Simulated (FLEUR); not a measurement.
# MoS2 (P-3m1) in FLEUR: convergence with k mesh

Aim: find how far k mesh must go before the results for MoS2 settle, at PBE. This setting moves, with any that are tied to it; all else stays.

Program: FLEUR MaX-R8.1 (later development tree). These are calculated values, not measurements. Logs are shortened: lines on timing, memory, paths and dates and some standing lists are left out, and cuts for length are marked.

## (1) Starting point

The structure is trigonal, space group P-3m1 (No. 164). Conventional cell: a = 3.227 Å, b = 3.227 Å, c = 6.312 Å, α = 90.00°, β = 90.00°, γ = 120.00°. Mo (site symmetry -3m) has 6 S at 2.42 Å as nearest neighbours. Around S (site symmetry 3m) lie 3 Mo at 2.42 Å.

Measurements of this composition are mostly on another form, of space group No. 194.

## (2) With k mesh 2 × 2 × 1

Input file inp.xml:

```xml
<?xml version="1.0" encoding="UTF-8" standalone="no"?>
<fleurInput fleurInputVersion="0.39">
   <comment>
      MoS2                                                                                                
   </comment>
   <calculationSetup>
      <cutoffs Kmax="5.44" Gmax="16.9" GmaxXC="16.9" numbands="0"/>
      <scfLoop itmax="60" minDistance="0.00001" maxIterBroyd="15" imix="Anderson" alpha="0.05" precondParam="0.0" spinf="2.0" sdNocoIR="T"/>
      <coreElectrons ctail="T" frcor="F" kcrel="0" coretail_lmax="0"/>
      <xcFunctional name="pbe" relativisticCorrections="F"/>
      <magnetism jspins="1"/>
      <soc l_soc="F" theta="0.0" phi="0.0" spav="F"/>
      <expertModes spex="0" secvar="F"/>
      <geometryOptimization l_f="T" forcealpha="1.0" forcemix="BFGS" epsdisp="0.0005" epsforce="0.0002"/>
      <ldaU l_linMix="F" mixParam="0.05" spinf="1.0"/>
   </calculationSetup>
   <cell>
      <bzIntegration valenceElectrons="26.0" mode="hist" fermiSmearingEnergy="0.00183747">
         <kPointListSelection listName="default-1"/>
         <!-- k-points included here -->
         <xi:include xmlns:xi="http://www.w3.org/2001/XInclude" href="kpts.xml"> </xi:include>
      </bzIntegration>
      <!-- symmetry operations included here -->
      <xi:include xmlns:xi="http://www.w3.org/2001/XInclude" href="sym.xml"> </xi:include>
      <bulkLattice scale="1.0">
         <bravaisMatrix>
            <row-1>    6.0990240982762058     0.0000000000000000     0.0000000000000000</row-1>
            <row-2>   -3.0495120491381029     5.2819098072880326     0.0000000000000000</row-2>
            <row-3>    0.0000000000000000     0.0000000000000000    11.9288459326171079</row-3>
         </bravaisMatrix>
      </bulkLattice>
   </cell>
   <atomSpecies>
      <species name="Molybdenum (Mo)" element="Mo" atomicNumber="42">
         <mtSphere radius="2.4" gridPoints="801" logIncrement="0.016"/>
         <atomicCutoffs lmax="10" lnonsphr="10"/>
         <electronConfig flipSpins="F">
            <coreConfig>(1s1/2) (2s1/2) (2p1/2) (2p3/2) (3s1/2) (3p1/2) (3p3/2) (3d3/2) (3d5/2)</coreConfig>
            <valenceConfig>(4s1/2) (4p1/2) (4p3/2) (5s1/2) (4d3/2) (4d5/2)</valenceConfig>
            <stateOccupation state="(5s1/2)" spinUp="0.500000" spinDown="0.500000"/>
            <stateOccupation state="(4d3/2)" spinUp="1.000000" spinDown="1.000000"/>
            <stateOccupation state="(4d5/2)" spinUp="1.500000" spinDown="1.500000"/>
         </electronConfig>
         <energyParameters s="5" p="5" d="4" f="4"/>
         <lo type="SCLO" l="0" n="4" eDeriv="0"/>
         <lo type="SCLO" l="1" n="4" eDeriv="0"/>
         <lo type="SCLO" l="1" n="4" eDeriv="1"/>
         <lo type="SCLO" l="2" n="4" eDeriv="2"/>
         <lo type="SCLO" l="3" n="4" eDeriv="2"/>
      </species>
      <species name="Sulfur (S)" element="S" atomicNumber="16">
         <mtSphere radius="1.8" gridPoints="603" logIncrement="0.019"/>
         <atomicCutoffs lmax="8" lnonsphr="8"/>
         <electronConfig flipSpins="F">
            <coreConfig>(1s1/2) (2s1/2) (2p1/2) (2p3/2)</coreConfig>
            <valenceConfig>(3s1/2) (3p1/2) (3p3/2)</valenceConfig>
            <stateOccupation state="(3p1/2)" spinUp="0.666667" spinDown="0.666667"/>
            <stateOccupation state="(3p3/2)" spinUp="1.333333" spinDown="1.333333"/>
         </electronConfig>
         <energyParameters s="3" p="3" d="3" f="4"/>
         <lo type="SCLO" l="0" n="3" eDeriv="2"/>
         <lo type="SCLO" l="1" n="3" eDeriv="2"/>
         <lo type="SCLO" l="2" n="3" eDeriv="2"/>
         <lo type="SCLO" l="3" n="4" eDeriv="2"/>
      </species>
   </atomSpecies>
   <atomGroups>
      <atomGroup species="Molybdenum (Mo)">
         <relPos label="                   1">.0000000000 .0000000000 1.000/2.000</relPos>
         <force calculate="T" relaxXYZ="TTT"/>
      </atomGroup>
      <atomGroup species="Sulfur (S)">
         <relPos label="                   2">-1.000/3.000 1.000/3.000 -.2553193200</relPos>
         <relPos label="                   3">1.000/3.000 -1.000/3.000 .2553193200</relPos>
         <force calculate="T" relaxXYZ="TTT"/>
      </atomGroup>
   </atomGroups>
   <output dos="F" band="F" slice="F">
      <checks vchk="F" cdinf="F"/>
      <bandDOS minEnergy="-.5*Htr" maxEnergy="0.5*Htr" sigma="0.015" storeEVData="T"/>
      <vacuumDOS vacdos="F" integ="F" star="F" nstars="0" locx1="0.0" locy1="0.0" locx2="0.0" locy2="0.0" nstm="0" tworkf="0.0"/>
      <unfoldingBand unfoldBand="F" supercellX="1" supercellY="1" supercellZ="1"/>
      <plotting iplot="0" polar="F">
         <plot TwoD="T" vec1="  1.0  0.0  0.0" vec2="  0.0  1.0  0.0" vec3="  0.0  0.0  1.0" zero="  0.0  0.0  0.0" file="plot"/>
      </plotting>
      <chargeDensitySlicing numkpt="0" minEigenval="0.0" maxEigenval="0.0" nnne="0" pallst="F"/>
      <specialOutput eonly="F"/>
      <moessbauerParams electricFieldGradient="T" isomerShift="T" coreHyperfine="T" valenceHyperfine="T"/>
      <magneticCircularDichroism mcd="F" energyLo="-10.0" energyUp="0.0"/>
   </output>
  <!-- We include the file relax.xml here to enable relaxations (see documentation) -->
  <xi:include xmlns:xi="http://www.w3.org/2001/XInclude" href="relax.xml"> <xi:fallback/> </xi:include>
</fleurInput>
```

Input file crystal.txt:

```
MoS2
&input cartesian=F /
3.2274645616  0.0000000000  0.0000000000
-1.6137322808  2.7950663001  0.0000000000
0.0000000000  0.0000000000  6.3124734200
1.8897261246
1.0 1.0 1.0

3
42 0.0000000000  0.0000000000  0.5000000000
16 0.6666666667  0.3333333333  0.7446806800
16 0.3333333333  0.6666666667  0.2553193200

&kpt div1=2 div2=2 div3=1 gamma=T /
```

Potentials or basis: all-electron, FLAPW.

Run with:

```sh
$ inpgen -f crystal.txt -profile fastHighL
$ # inp.xml edited to the form shown
$ fleur_MPI
```

Wall time 45 s (1 thread of Arm Neoverse V2, shared host); peak memory 0.11 GiB.

Results:

* Free energy: -131921.6166 eV
* Largest force: 1.049 eV/Å
* Valence electrons inside the program's atomic spheres: Mo 11.98; S 3.19 (radii Mo 2.4, S 1.8 bohr)

## (3) With k mesh 4 × 4 × 2

inp.xml is that of step 2.

crystal.txt: that of step 2 with these lines changed.

```diff
@@ -13,2 +13,2 @@
 
-&kpt div1=2 div2=2 div3=1 gamma=T /
+&kpt div1=4 div2=4 div3=2 gamma=T /
```

Potentials or basis: all-electron, FLAPW.

Run with:

```sh
$ inpgen -f crystal.txt -profile fastHighL
$ # inp.xml edited to the form shown
$ fleur_MPI
```

Run time: 1.8 min. Hardware: 1 thread of Arm Neoverse V2, shared host; peak memory 0.11 GiB.

Results:

| Item | Value |
| --- | --- |
| Free energy | -131922.1446 eV |
| Largest force | 0.060 eV/Å |
| Band gap on the k mesh | none (metal or under the smearing width) |
| Valence electrons inside the program's atomic spheres | Mo 11.91; S 3.21 (radii Mo 2.4, S 1.8 bohr) |

## (4) With k mesh 5 × 5 × 2

inp.xml is that of step 3.

crystal.txt: that of step 3 with these lines changed.

```diff
@@ -13,2 +13,2 @@
 
-&kpt div1=4 div2=4 div3=2 gamma=T /
+&kpt div1=5 div2=5 div3=2 gamma=T /
```

Run with:

```sh
$ inpgen -f crystal.txt -profile fastHighL
$ # inp.xml edited to the form shown
$ fleur_MPI
```

Wall time 2.3 min (1 thread of Arm Neoverse V2, shared host); peak memory 0.11 GiB.

What came out:

- Free energy: -131922.2232 eV
- Largest force: 0.141 eV/Å
- Band gap on the k mesh: none (metal or under the smearing width)
- Valence electrons inside the program's atomic spheres: Mo 11.92; S 3.21 (radii Mo 2.4, S 1.8 bohr)

## (5) With k mesh 6 × 6 × 3

inp.xml is that of step 4.

crystal.txt: that of step 4 with these lines changed.

```diff
@@ -13,2 +13,2 @@
 
-&kpt div1=5 div2=5 div3=2 gamma=T /
+&kpt div1=6 div2=6 div3=3 gamma=T /
```

Run with:

```sh
$ inpgen -f crystal.txt -profile fastHighL
$ # inp.xml edited to the form shown
$ fleur_MPI
```

It took 3.6 min on 1 thread of Arm Neoverse V2, shared host; peak memory 0.11 GiB.

What came out:

```
Free energy                                           : -131922.2634 eV
Largest force                                         : 0.252 eV/Å
Band gap on the k mesh                                : none (metal or under the smearing width)
Valence electrons inside the program's atomic spheres : Mo 11.92; S 3.21 (radii Mo 2.4, S 1.8 bohr)
```

## (6) With k mesh 8 × 8 × 3

inp.xml is that of step 5.

crystal.txt: that of step 5 with these lines changed.

```diff
@@ -13,2 +13,2 @@
 
-&kpt div1=6 div2=6 div3=3 gamma=T /
+&kpt div1=8 div2=8 div3=3 gamma=T /
```

Potentials or basis: all-electron, FLAPW.

Run with:

```sh
$ inpgen -f crystal.txt -profile fastHighL
$ # inp.xml edited to the form shown
$ fleur_MPI
```

Wall time 5.2 min (1 thread of Arm Neoverse V2, shared host); peak memory 0.11 GiB.

What came out:

- Free energy: -131922.2307 eV
- Largest force: 0.278 eV/Å
- Band gap on the k mesh: none (metal or under the smearing width)
- Valence electrons inside the program's atomic spheres: Mo 11.92; S 3.21 (radii Mo 2.4, S 1.8 bohr)

## (7) With k mesh 9 × 9 × 4

inp.xml is that of step 6.

crystal.txt: that of step 6 with these lines changed.

```diff
@@ -13,2 +13,2 @@
 
-&kpt div1=8 div2=8 div3=3 gamma=T /
+&kpt div1=9 div2=9 div3=4 gamma=T /
```

Run with:

```sh
$ inpgen -f crystal.txt -profile fastHighL
$ # inp.xml edited to the form shown
$ fleur_MPI
```

Run time: 9 min. Hardware: 1 thread of Arm Neoverse V2, shared host; peak memory 0.12 GiB.

What came out:

```
Free energy                                           : -131922.2382 eV
Largest force                                         : 0.290 eV/Å
Band gap on the k mesh                                : none (metal or under the smearing width)
Valence electrons inside the program's atomic spheres : Mo 11.92; S 3.21 (radii Mo 2.4, S 1.8 bohr)
```

## (8) With k mesh 11 × 11 × 5

inp.xml is that of step 7.

crystal.txt: that of step 7 with these lines changed.

```diff
@@ -13,2 +13,2 @@
 
-&kpt div1=9 div2=9 div3=4 gamma=T /
+&kpt div1=11 div2=11 div3=5 gamma=T /
```

Potentials or basis: all-electron, FLAPW.

Run with:

```sh
$ inpgen -f crystal.txt -profile fastHighL
$ # inp.xml edited to the form shown
$ fleur_MPI
```

The program printed:

```text
Welcome to FLEUR        (www.flapw.de)
      MaX-Release 8.1          (www.max-centre.eu)

 ========== k-point set info ==========
 Selected k-point list: default-1
 k-point list type: mesh
 11 x 11 x 5
 Number of k points: 68

 ------------Calculation Setup---------------------------
 Number of MPI-tasks      :            1
 Number of PE/node        :            1
 Number of OMP-threads    :            1
 Most efficient MPI parallelization for:
           1           2           4          17          34          68
 Additional eigenvalue parallelization possible
 Number of basis functions:         1162
 Approximate size of matrices (H+S) per k-point:         0.020 GB
 --------------------------------------------------------
 Iteration:     1   Distance:      15.52190795 me/bohr^3
 Iteration:     2   Distance:      12.76039117 me/bohr^3
 Iteration:     3   Distance:       5.88285100 me/bohr^3
 Iteration:     4   Distance:      10.53022002 me/bohr^3
 Iteration:     5   Distance:       3.31279128 me/bohr^3
 Iteration:     6   Distance:       1.83139396 me/bohr^3
 Iteration:     7   Distance:       1.08810149 me/bohr^3
 Iteration:     8   Distance:       0.38668988 me/bohr^3
 Iteration:     9   Distance:       0.13189145 me/bohr^3
 Iteration:    10   Distance:       0.10455184 me/bohr^3
 Iteration:    11   Distance:       0.01297750 me/bohr^3
 Iteration:    12   Distance:       0.00935959 me/bohr^3
 Iteration:    13   Distance:       0.00306617 me/bohr^3
 Iteration:    14   Distance:       0.00204175 me/bohr^3
 Iteration:    15   Distance:       0.00152604 me/bohr^3
 Iteration:    16   Distance:       0.00105350 me/bohr^3
 Iteration:    17   Distance:       0.00036033 me/bohr^3
 Iteration:    18   Distance:       0.00014570 me/bohr^3
 Iteration:    19   Distance:       0.00004521 me/bohr^3
 Iteration:    20   Distance:       0.00002259 me/bohr^3
 Iteration:    21   Distance:       0.00000626 me/bohr^3
 Reset of history

 ********************************************************************
 Run finished successfully
 Stop message:
   Structural relaxation: new displacements generated
 ********************************************************************
```

Wall time 15 min (1 thread of Arm Neoverse V2, shared host); peak memory 0.12 GiB.

What came out:

| Property | Result |
| --- | --- |
| Free energy | -131922.2324 eV |
| Largest force | 0.279 eV/Å |
| Band gap on the k mesh | none (metal or under the smearing width) |
| Valence electrons inside the program's atomic spheres | Mo 11.92; S 3.21 (radii Mo 2.4, S 1.8 bohr) |

## (9) With k mesh 14 × 14 × 6

inp.xml is that of step 8.

crystal.txt: that of step 8 with these lines changed.

```diff
@@ -13,2 +13,2 @@
 
-&kpt div1=11 div2=11 div3=5 gamma=T /
+&kpt div1=14 div2=14 div3=6 gamma=T /
```

Potentials or basis: all-electron, FLAPW.

Run with:

```sh
$ inpgen -f crystal.txt -profile fastHighL
$ # inp.xml edited to the form shown
$ fleur_MPI
```

Run time: 18 min. Hardware: 1 thread of Arm Neoverse V2, shared host.

The calculation hadn't finished when its time ran out.

## (10) The series at a glance

```csv
k mesh,"energy less the tightest run, at zero smearing (meV/atom)",largest force (eV/Å),SCF cycles,CPU time (s),peak memory (GiB)
2 × 2 × 1,206.36,1.049,23,45,0.11
4 × 4 × 2,33.54,0.060,21,110,0.11
5 × 5 × 2,3.57,0.141,22,140,0.11
6 × 6 × 3,-12.17,0.252,21,220,0.11
8 × 8 × 3,0.10,0.278,21,310,0.11
9 × 9 × 4,-2.62,0.290,21,540,0.12
11 × 11 × 5,0.00,0.279,22,880,0.12
14 × 14 × 6,timed out after 1100 s,-,-,-,-
```

Not settled before the last step: the energy (to 1 meV/atom), the largest force (to 0.005 eV/Å). Meshes of other sizes hit other points, so gaps and Fermi surfaces needn't settle smoothly. The tightest run that finished is the yardstick and may itself not be fully converged.
